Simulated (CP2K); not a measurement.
Here is a CP2K 2026.2 calculation.

hfn_bands.inp

```
&GLOBAL
  PROJECT hfn_bands
  RUN_TYPE ENERGY_FORCE
  PRINT_LEVEL LOW
&END GLOBAL
&FORCE_EVAL
  METHOD QS
  STRESS_TENSOR ANALYTICAL
  &DFT
    BASIS_SET_FILE_NAME BASIS_MOLOPT_UZH
    POTENTIAL_FILE_NAME POTENTIAL_UZH
    &MGRID
      CUTOFF 675
      REL_CUTOFF 60
      NGRIDS 4
    &END MGRID
    &QS
      METHOD GPW
      EPS_DEFAULT 1.0E-9
    &END QS
    &KPOINTS
      SCHEME MONKHORST-PACK 10 10 10
      GAMMA_CENTERED T
      SYMMETRY T
      SYMMETRY_BACKEND SPGLIB
    &END KPOINTS
    &SCF
      SCF_GUESS ATOMIC
      EPS_SCF 1.0E-6
      MAX_SCF 100
      ADDED_MOS 13
      CHOLESKY OFF
      EPS_EIGVAL 1.0E-7
      &DIAGONALIZATION ON
        ALGORITHM STANDARD
      &END DIAGONALIZATION
      &MIXING ON
        METHOD BROYDEN_MIXING
        ALPHA 0.4
        BETA 1.5
        NBUFFER 8
      &END MIXING
      &SMEAR ON
        METHOD FERMI_DIRAC
        ELECTRONIC_TEMPERATURE [K] 580.226
      &END SMEAR
    &END SCF
    &XC
      &XC_FUNCTIONAL
        &MGGA_X_R2SCAN
        &END MGGA_X_R2SCAN
        &MGGA_C_R2SCAN
        &END MGGA_C_R2SCAN
      &END XC_FUNCTIONAL
    &END XC
    &PRINT
      &KPOINTS ON
      &END KPOINTS
      &MULLIKEN ON
      &END MULLIKEN
      &MO ON
        ENERGIES T
        OCCUPATION_NUMBERS T
        &EACH
          QS_SCF 0
        &END EACH
        ADD_LAST NUMERIC
      &END MO
      &LOWDIN ON
      &END LOWDIN
      &HIRSHFELD ON
        SHAPE_FUNCTION DENSITY
      &END HIRSHFELD
      &BAND_STRUCTURE
        FILE_NAME bands.bs
        ADDED_MOS 2
        &KPOINT_SET
          UNITS B_VECTOR
          NPOINTS 6
          SPECIAL_POINT GAMMA 0.00000000 0.00000000 0.00000000
          SPECIAL_POINT X 0.50000000 0.00000000 0.50000000
          SPECIAL_POINT W 0.50000000 0.25000000 0.75000000
          SPECIAL_POINT K 0.37500000 0.37500000 0.75000000
          SPECIAL_POINT GAMMA 0.00000000 0.00000000 0.00000000
          SPECIAL_POINT L 0.50000000 0.50000000 0.50000000
          SPECIAL_POINT U 0.62500000 0.25000000 0.62500000
          SPECIAL_POINT W 0.50000000 0.25000000 0.75000000
          SPECIAL_POINT L 0.50000000 0.50000000 0.50000000
          SPECIAL_POINT K 0.37500000 0.37500000 0.75000000
        &END KPOINT_SET
        &KPOINT_SET
          UNITS B_VECTOR
          NPOINTS 6
          SPECIAL_POINT U 0.62500000 0.25000000 0.62500000
          SPECIAL_POINT X 0.50000000 0.00000000 0.50000000
        &END KPOINT_SET
      &END BAND_STRUCTURE
    &END PRINT
  &END DFT
  &SUBSYS
    &CELL
      A 3.1904657967 0.0000000000 0.0000000000
      B 1.5952328984 2.7630244299 0.0000000000
      C 1.5952328984 0.9210081433 2.6050044146
      PERIODIC XYZ
    &END CELL
    &COORD
      Hf  0.0000000000 0.0000000000 0.0000000000
      N   3.1904657967 1.8420162866 1.3025022073
    &END COORD
    &KIND Hf
      BASIS_SET TZVP-MOLOPT-SCAN-GTH-q12
      POTENTIAL GTH-SCAN-q12
    &END KIND
    &KIND N
      BASIS_SET TZVP-MOLOPT-SCAN-GTH-q5
      POTENTIAL GTH-SCAN-q5
    &END KIND
    &PRINT
      &ATOMIC_COORDINATES ON
      &END ATOMIC_COORDINATES
      &CELL ON
      &END CELL
    &END PRINT
  &END SUBSYS
  &PRINT
    &FORCES ON
    &END FORCES
    &STRESS_TENSOR ON
    &END STRESS_TENSOR
  &END PRINT
&END FORCE_EVAL
```

Potentials or basis: POTENTIAL_UZH Hf GTH-SCAN-q12, N GTH-SCAN-q5; TZVP-MOLOPT-SCAN-GTH basis.

Command:

```console
$ OMP_NUM_THREADS=1 cp2k.psmp -i hfn_bands.inp -o hfn_bands.out
```

Question: Predict the Mulliken charges.

Answer: Hf +1.87; N -1.87 e.

Question: Estimate the band gap on the k mesh.

Answer: None (metal or under the smearing width).

Question: Estimate the pressure.

Answer: -4.9 GPa.

Levels at the corners of the path, in eV from the Fermi level:
| point | band 7 | band 8 | band 9 | band 10 | band 11 | band 12 |
| --- | --- | --- | --- | --- | --- | --- |
| Γ | -3.44 | -3.44 | -0.38 | -0.38 | -0.38 | 1.91 |
| X | -4.09 | -4.09 | -3.85 | 3.98 | 5.36 | 5.36 |
| W | -5.82 | -5.82 | 1.11 | 1.11 | 5.37 | 5.49 |
| K | -5.89 | -5.38 | -0.91 | 3.91 | 4.35 | 5.99 |
| Γ | -3.44 | -3.44 | -0.38 | -0.38 | -0.38 | 1.91 |
| L | -6.62 | -6.62 | 3.35 | 3.66 | 3.66 | 4.84 |
| U | -5.89 | -5.38 | -0.91 | 3.91 | 4.35 | 5.99 |
| W | -5.82 | -5.82 | 1.11 | 1.11 | 5.37 | 5.49 |
| L | -6.62 | -6.62 | 3.35 | 3.66 | 3.66 | 4.84 |
| K | -5.89 | -5.38 | -0.91 | 3.91 | 4.35 | 5.99 |
| U | -5.89 | -5.38 | -0.91 | 3.91 | 4.35 | 5.99 |
| X | -4.09 | -4.09 | -3.85 | 3.98 | 5.36 | 5.36 |

Caveat: spin-orbit coupling is left out, which moves the levels of the heavy elements; the basis of atomic orbitals isn't converged, which shifts pressures, moduli and gaps.
